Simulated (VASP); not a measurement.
Wanted: the native input for a VASP 6.6.1 run.

| Item | Value |
| --- | --- |
| Task | single point |
| Functional | PBEsol |
| Potentials or basis | VASP PAW PBE potentials, release 64 (Ga_d, P) |
| Cutoff | 520 eV |
| k mesh | 16 × 16 × 16 |
| Occupations | gaussian, width 0.1 eV |
| Spin | no spin polarisation |
| Dipole correction | no |
| Further INCAR settings | ALGO = Normal; EDIFF = 1e-07; NBANDS = 16 |

The structure of GaP lies in POSCAR:

```
GaP
1.0
    0.0000000000      2.2819902105      2.2819902105
    2.2819902105      0.0000000000      2.2819902105
    2.2819902105      2.2819902105      0.0000000000
Ga P
1 1
Direct
    0.0000000000      0.0000000000      0.0000000000
    0.5000000000      0.5000000000      0.5000000000
```

Measurements of this composition are mostly on another form, of space group No. 216.

The cell isn't the ideal one: N replaced by P, lengths x 1.112, strained and moved within the space group.

The input as run:

INCAR

```
PREC     = Accurate       # precision mode
ENCUT    = 520            # plane-wave cutoff, eV
EDIFF    = 1E-7           # SCF threshold, eV
ISMEAR   = 0              # smearing method
SIGMA    = 0.1            # smearing width, eV
LREAL    = F              # projectors in reciprocal space
LASPH    = T              # aspherical terms in the spheres
NELM     = 60             # most SCF steps
ALGO     = Normal         # electronic algorithm
ISIF     = 2              # what is computed and relaxed
LWAVE    = F              # write WAVECAR
LCHARG   = T              # write CHGCAR
GGA      = PS             # functional
LELF     = T              # ELF
LVHAR    = T            
NBANDS   = 16             # bands
```

KPOINTS

```
regular mesh
0
Gamma
  16 16 16
```

Potentials or basis: VASP PAW PBE potentials, release 64 (Ga_d, P).

Command:

```sh
$ cat potpaw_PBE.64/Ga_d/POTCAR potpaw_PBE.64/P/POTCAR > POTCAR
$ mpirun -np 1 vasp_std > vasp.out
```

It gave:

* Pressure: 67.2 GPa
* Band gap on the k mesh: none (metal or under the smearing width)

Caveat: the cell as given lies far from equilibrium; so large a pressure means that the cell lies far from this level's equilibrium, or that cutoff or potentials fall short; the potentials were made for another functional, which shifts forces and pressure.

Run time: 15 s on 1 thread of Intel(R) Xeon(R) 6975P-C (Granite Rapids), on a shared host, peak memory 0.17 GiB.
